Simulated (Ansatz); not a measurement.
**K under changes of volume**

One of the cells (78.519 Å³/atom); the others are scaled copies at fixed shape and fractional positions:

```
K
1.0
    -2.69756    2.69756    2.69756
     2.69756   -2.69756    2.69756
     2.69756    2.69756   -2.69756
K
1
Direct
  0.00000 0.00000 0.00000
```

| Item | Value |
| --- | --- |
| Program | Ansatz 0.2.0 |
| Functional | LDA |
| Potentials or basis | Ansatz PAW |
| Cutoff | 420 eV (not typed: the program's choice for these potentials) |
| k mesh | 7 × 7 × 7 |
| Occupations | fermi-dirac, width 0.05 eV |
| Spin | no spin polarisation |

```csv
volume (Å³/atom),energy over the lowest point (meV/atom),pressure (GPa)
73.807,0.00,-0.5
75.378,5.04,-0.5
76.948,10.54,-0.6
78.519,16.45,-0.6
80.089,22.72,-0.7
81.659,?,?
83.230,36.19,-0.7
```

Task: What does the run at 81.659 Å³/atom give?

Result: Energy over the lowest point 29.31 meV/atom; pressure -0.7 GPa.

Worked out: A Birch-Murnaghan fit of order 3 (a polynomial in V^(-2/3)) to the other rows has no minimum within the range. It gives 29.31 meV/atom at 81.659 Å³/atom, against the run's 29.31, and -dE/dV = -0.7 GPa, against -0.7.

Energies are extrapolated to zero smearing.

Caveats: the PAW data sets come from PBE, with cores solved anew for the run's functional, which leaves a small shift of forces and pressure.
